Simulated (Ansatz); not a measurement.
# W (Im-3m) in Ansatz: notebook

Runs on W. Level: RPBE. Tasks: single point, equation of state.

All numbers are computed with Ansatz 0.2.0; they aren't measurements. Logs are shortened: lines on timing, memory, paths and dates and some standing lists are left out, and cuts for length are marked.

## 1. Starting point

Symmetry: Im-3m, No. 229, cubic system. The conventional cell has a = 3.165 Å, b = 3.165 Å, c = 3.165 Å, α = 90.00°, β = 90.00°, γ = 90.00°. Around W (site symmetry m-3m) lie 8 W at 2.74 Å.

## 2. Single point, RPBE, 14.90 Å³/atom (volume scaled by 0.94)

Contents of input.yaml:

```yaml
crystal:
  lattice:
    - [-1.5500431812, 1.5500431812, 1.5500431812]
    - [1.5500431812, -1.5500431812, 1.5500431812]
    - [1.5500431812, 1.5500431812, -1.5500431812]
  atoms:
    - { symbol: W, position: [0.0, 0.0, 0.0] }
hamiltonian:
  xc: rpbe
  pseudopotentials: { kind: paw }
kpoints:
  mp_grid: { grid: [12, 12, 12] }
scf:
  occupations: { method: fermi_dirac, width: 0.05 }
output:
  forces: true
  stress: true
  eigenvalues: true
```

Potentials or basis: Ansatz PAW.

Launch:

```
ansatz run input.yaml --threads 2 --pin off --max-ram 5120MiB --backend cpu --events-out ev --progress --plain --runs-dir out
```

What it wrote:

```text
Warning: RAYON_NUM_THREADS=2 ignored (pool sized by the plan → 2); use --threads N
Engine: ansatz 0.2.0, aarch64-unknown-linux-gnu
Pseudopotentials: kind: paw
Pseudopotential: W, paw, valence charge 14, recommended cutoff 420 eV (normal), W.paw.azcp
Functional definition: RPBE
  parameter kappa = 0.804
  parameter beta = 0.06672455060314922
  exchange = rpbe_x(kappa = kappa, mu = beta*pi^2/3)
  correlation = pbe_c(beta = beta)
Crystal: 1 atoms, lattice volume = 14.897 Å³
Basis set: ecut = 420 eV, 321 PW (Γ), exchange–correlation on 36×36×36 points (8 copies of the dense FFT grid, shifted against one another)
Bands: 11, of which v1, the nominal top of the filled ones, is band 7 counted from 1 (6 counted from 0)
Symmetry: 48 space group operations
Space group: Im-3m (ITA 229), of the structure as read, at distance tolerance 2.5e-5 Å
k-points: 72 of 1728
Non-local potential: W, projectors of the file, l = 0: 3, l = 1: 2, l = 2: 2, l = 3: 1
PAW form: soft (Blöchl's): semilocal exchange-correlation on the pseudo side does not see the compensation charge
PAW frozen core: W, regenerated for the run's functional, and the local potential with it (the file was generated under x = pbe(κ = 0.804, μ = 0.2195149727645171), c = pbe(β = 0.06672455060314922))
PAW one-centre angular grid: W, 590 points (default); XC on 64 Gauss nodes
Initial density: superposition of atomic densities (neutral atoms: chi_scale 0, normalization atom), corrected by the library's trained network
Initial wavefunctions: pseudopotential atomic-orbital guess
Functional: x = rpbe, c = pbe(β = 0.06672455060314922)
SCF iter   1: F=—  HF=-10397.423237 eV  |F-HF|=—  |Δ(HF+E_count)|=         —  Δρ=2.71e-3  dr2=3.87e-4  ethr=1.77e-3  ⟨swp⟩=5.1  Hψ=4225  notcnv=0
preconditioner: auto → none  [metal: Δε(μ)=0.055 eV  Ē_g=9.666 eV  σ=0.050 eV  W_gap=0.27  n_scr=0 (ndim 8)  ℏωp=23.6 eV  f_vac=0.000  D(μ)=0.64/eV (n_scr^D=0)]
SCF iter   2: F=—  HF=-10397.422925 eV  |F-HF|=—  |Δ(HF+E_count)|=   3.12e-4  Δρ=1.28e-3  dr2=6.62e-5  ethr=2.76e-6  ⟨swp⟩=2.1  Hψ=1616  notcnv=0
SCF iter   3: F=—  HF=-10397.422950 eV  |F-HF|=—  |Δ(HF+E_count)|=   2.55e-5  Δρ=1.74e-4  dr2=2.53e-6  ethr=4.73e-7  ⟨swp⟩=2.1  Hψ=1186  notcnv=0
SCF iter   4: F=—  HF=-10397.422951 eV  |F-HF|=—  |Δ(HF+E_count)|=   3.50e-7  Δρ=1.03e-4  dr2=1.24e-6  ethr=1.80e-8  ⟨swp⟩=2.0  Hψ=1291  notcnv=0
SCF iter   5: F=—  HF=-10397.422950 eV  |F-HF|=—  |Δ(HF+E_count)|=   5.11e-7  Δρ=3.00e-5  dr2=1.05e-7  ethr=8.83e-9  ⟨swp⟩=3.0  Hψ=1267  notcnv=0
SCF iter   6: F=-10397.422950 eV  HF=-10397.422950 eV  |F-HF|=1.82e-9  |Δ(HF+E_count)|=   4.59e-8  Δρ=4.46e-6  dr2=2.29e-9  ethr=7.14e-10  ⟨swp⟩=4.7  Hψ=2876  notcnv=0
SCF 1 converged in 6 iterations: F = -10397.422950 eV  dr2 = 2.29e-9
SCF converged after 6 iterations
Free energy (F): -10397.422950 eV
Harris-Foulkes:  -10397.422950 eV  (|F-HF|=1.82e-9)
Internal energy: -10397.417837 eV  (E = F + TS)
E sigma→0 (E₀):  -10397.420393 eV
Entropy (-TS):   -0.005113 eV (-5.113 meV/atom)
Fermi energy:    24.315942 eV
--- Per-component energies (eV) ---
  E_band       = -58.079172
  E_kinetic    = 453.932873
  E_local      = -554.708445  (includes V_loc(G=0)·N_el)
  E_nonlocal   = -0.069306
  E_hartree    = 203.854952
  E_xc         = -268.599910
  E_vxc        = -240.456094  (∫ρ·V_xc dr)
  E_paw        = -8575.224324  (= ΣΔE_a)
  E_vpaw       = -124.486714  (= ΣTr[D̂ρ^β])
  E_aug_tail   = -0.000058  (compensation charges beyond the density's cutoff)
  E_ewald      = -1656.586045
  E_core_change = -0.017574  (= ΣΔE_core)
  E_smearing   = -0.005113  (= −TS)
  E_closure    = 0.000000  (closes the sum)
  Σ components = -10397.422950   (vs F -10397.422950, Δ=0.00e0)
--- Forces (eV/Å), atoms counted from 1 ---
  atom   1  W      0.00000000    -0.00000000     0.00000000
  max |Σ_I F_I| component: 5.42e-31 eV/Å
--- Stress (GPa, compression-positive) ---
       32.496916       0.000000       0.000000
        0.000000      32.496916       0.000000
        0.000000       0.000000      32.496916
  P = ⅓ Tr σ = 32.4969 GPa (324.969 kbar)
--- Band table (eV; the first three rows and the last of 72) ---
  k-point 0: bands = ["-49.7062", "-13.1990", "-13.1990", "-13.1990", "14.3673", "23.0006", "23.0006", "23.0006", "26.7580", "26.7580", "38.9699"]
  k-point 1: bands = ["-49.6944", "-13.3145", "-13.2344", "-13.1997", "14.7273", "22.7799", "22.9434", "23.3542", "26.4183", "26.7609", "39.2764"]
  k-point 2: bands = ["-49.6623", "-13.6221", "-13.3300", "-13.2018", "15.7006", "22.2277", "22.6676", "24.3877", "25.9875", "26.8079", "39.8317"]
  k-point 71: bands = ["-49.3992", "-14.2933", "-14.2933", "-14.2933", "17.9860", "17.9860", "29.9702", "29.9702", "29.9702", "33.0972", "33.0972"]
```

Wall time 0.64 s (2 threads of Arm Neoverse V1, shared host); peak memory 0.26 GiB.

What came out:

- Free energy: -10397.4230 eV
- Pressure: 32.5 GPa
- Band gap on the k mesh: none (metal or under the smearing width)

Caveat: the PAW data sets come from PBE, with cores solved anew for the run's functional, which leaves a small shift of forces and pressure.

## 3. Single point, RPBE, 15.21 Å³/atom (volume scaled by 0.96)

Contents of input.yaml:

```yaml
crystal:
  lattice:
    - [-1.5609593379, 1.5609593379, 1.5609593379]
    - [1.5609593379, -1.5609593379, 1.5609593379]
    - [1.5609593379, 1.5609593379, -1.5609593379]
  atoms:
    - { symbol: W, position: [0.0, 0.0, 0.0] }
hamiltonian:
  xc: rpbe
  pseudopotentials: { kind: paw }
kpoints:
  mp_grid: { grid: [12, 12, 12] }
scf:
  occupations: { method: fermi_dirac, width: 0.05 }
output:
  forces: true
  stress: true
  eigenvalues: true
  write_density: true
  write_potential: true
  elf: true
  volumetric_format: npy
```

Potentials or basis: Ansatz PAW.

Launch:

```
ansatz run input.yaml --threads 2 --pin off --max-ram 5120MiB --backend cpu --events-out ev --progress --plain --runs-dir out
```

Run time: 0.81 s. Hardware: 2 threads of Arm Neoverse V1, shared host; peak memory 0.26 GiB.

It converged, with:

```
Free energy            : -10397.4789 eV
Pressure               : 24.2 GPa
Band gap on the k mesh : none (metal or under the smearing width)
```

Caveat: the PAW data sets come from PBE, with cores solved anew for the run's functional, which leaves a small shift of forces and pressure.

## 4. Single point, RPBE, 15.53 Å³/atom (volume scaled by 0.98)

Changes to input.yaml since step 3:

```diff
@@ -2,5 +2,5 @@
   lattice:
-    - [-1.5609593379, 1.5609593379, 1.5609593379]
-    - [1.5609593379, -1.5609593379, 1.5609593379]
-    - [1.5609593379, 1.5609593379, -1.5609593379]
+    - [-1.5717249149, 1.5717249149, 1.5717249149]
+    - [1.5717249149, -1.5717249149, 1.5717249149]
+    - [1.5717249149, 1.5717249149, -1.5717249149]
   atoms:
```

Launch:

```
ansatz run input.yaml --threads 2 --pin off --max-ram 5120MiB --backend cpu --events-out ev --progress --plain --runs-dir out
```

Run time: 0.81 s. Hardware: 2 threads of Arm Neoverse V1, shared host; peak memory 0.26 GiB.

Results (log left out):

* Free energy: -10397.5191 eV
* Pressure: 16.6 GPa
* Band gap on the k mesh: none (metal or under the smearing width)

Caveat: the PAW data sets come from PBE, with cores solved anew for the run's functional, which leaves a small shift of forces and pressure.

## 5. Single point, RPBE, 15.85 Å³/atom

Contents of input.yaml:

```yaml
crystal:
  lattice:
    - [-1.582345, 1.582345, 1.582345]
    - [1.582345, -1.582345, 1.582345]
    - [1.582345, 1.582345, -1.582345]
  atoms:
    - { symbol: W, position: [0.0, 0.0, 0.0] }
hamiltonian:
  xc: rpbe
  pseudopotentials: { kind: paw }
kpoints:
  mp_grid: { grid: [12, 12, 12] }
scf:
  occupations: { method: fermi_dirac, width: 0.05 }
output:
  forces: true
  stress: true
  eigenvalues: true
```

Launch:

```
ansatz run input.yaml --threads 2 --pin off --max-ram 5120MiB --backend cpu --events-out ev --progress --plain --runs-dir out
```

Wall time 0.63 s (2 threads of Arm Neoverse V1, shared host); peak memory 0.26 GiB.

Results (log left out):

* Free energy: -10397.5450 eV
* Pressure: 9.7 GPa
* Band gap on the k mesh: none (metal or under the smearing width)

Caveat: the PAW data sets come from PBE, with cores solved anew for the run's functional, which leaves a small shift of forces and pressure.

## 6. Single point, RPBE, 16.16 Å³/atom (volume scaled by 1.02)

Changes to input.yaml since step 5:

```diff
@@ -2,5 +2,5 @@
   lattice:
-    - [-1.582345, 1.582345, 1.582345]
-    - [1.582345, -1.582345, 1.582345]
-    - [1.582345, 1.582345, -1.582345]
+    - [-1.5928244114, 1.5928244114, 1.5928244114]
+    - [1.5928244114, -1.5928244114, 1.5928244114]
+    - [1.5928244114, 1.5928244114, -1.5928244114]
   atoms:
```

Potentials or basis: Ansatz PAW.

Launch:

```
ansatz run input.yaml --threads 2 --pin off --max-ram 5120MiB --backend cpu --events-out ev --progress --plain --runs-dir out
```

Wall time 0.65 s (2 threads of Arm Neoverse V1, shared host); peak memory 0.26 GiB.

Results (log left out):

```yaml
Free_energy: -10397.5578 eV
Pressure: 3.4 GPa
Band_gap_on_the_k_mesh: none (metal or under the smearing width)
```

Caveat: the PAW data sets come from PBE, with cores solved anew for the run's functional, which leaves a small shift of forces and pressure.

## 7. Single point, RPBE, 16.48 Å³/atom (volume scaled by 1.04)

Changes to input.yaml since step 6:

```diff
@@ -2,5 +2,5 @@
   lattice:
-    - [-1.5928244114, 1.5928244114, 1.5928244114]
-    - [1.5928244114, -1.5928244114, 1.5928244114]
-    - [1.5928244114, 1.5928244114, -1.5928244114]
+    - [-1.6031677168, 1.6031677168, 1.6031677168]
+    - [1.6031677168, -1.6031677168, 1.6031677168]
+    - [1.6031677168, 1.6031677168, -1.6031677168]
   atoms:
```

Launch:

```
ansatz run input.yaml --threads 2 --pin off --max-ram 5120MiB --backend cpu --events-out ev --progress --plain --runs-dir out
```

Run time: 0.66 s. Hardware: 2 threads of Arm Neoverse V1, shared host; peak memory 0.26 GiB.

Results (log left out):

| Quantity | Value |
| --- | --- |
| Free energy | -10397.5588 eV |
| Pressure | -2.3 GPa |
| Band gap on the k mesh | none (metal or under the smearing width) |

Caveat: the PAW data sets come from PBE, with cores solved anew for the run's functional, which leaves a small shift of forces and pressure.

## 8. Single point, RPBE, 16.80 Å³/atom (volume scaled by 1.06)

Changes to input.yaml since step 7:

```diff
@@ -2,5 +2,5 @@
   lattice:
-    - [-1.6031677168, 1.6031677168, 1.6031677168]
-    - [1.6031677168, -1.6031677168, 1.6031677168]
-    - [1.6031677168, 1.6031677168, -1.6031677168]
+    - [-1.6133792515, 1.6133792515, 1.6133792515]
+    - [1.6133792515, -1.6133792515, 1.6133792515]
+    - [1.6133792515, 1.6133792515, -1.6133792515]
   atoms:
```

Launch:

```
ansatz run input.yaml --threads 2 --pin off --max-ram 5120MiB --backend cpu --events-out ev --progress --plain --runs-dir out
```

Wall time 0.65 s (2 threads of Arm Neoverse V1, shared host); peak memory 0.26 GiB.

The run converged. Its results:

- Free energy: -10397.5490 eV
- Pressure: -7.5 GPa
- Band gap on the k mesh: none (metal or under the smearing width)

Caveat: the PAW data sets come from PBE, with cores solved anew for the run's functional, which leaves a small shift of forces and pressure.

## 9. Equation of state, RPBE

Potentials or basis: Ansatz PAW.

No new run: the results of the series are fitted here.

What came out:

```
Equilibrium volume                      : 16.35 Å³/atom
Bulk modulus                            : 293 GPa
Pressure derivative of the bulk modulus : 3.8
```

Energy against volume, from the lowest point:
| volume (Å³/atom) | energy (meV/atom) |
| --- | --- |
| 14.897 | 135.83 |
| 15.214 | 79.90 |
| 15.531 | 39.72 |
| 15.848 | 13.82 |
| 16.165 | 0.98 |
| 16.482 | 0.00 |
| 16.798 | 9.81 |

Caveat: the potentials were made for another functional, which shifts forces and pressure. Zero-point motion and thermal expansion aren't in these numbers.
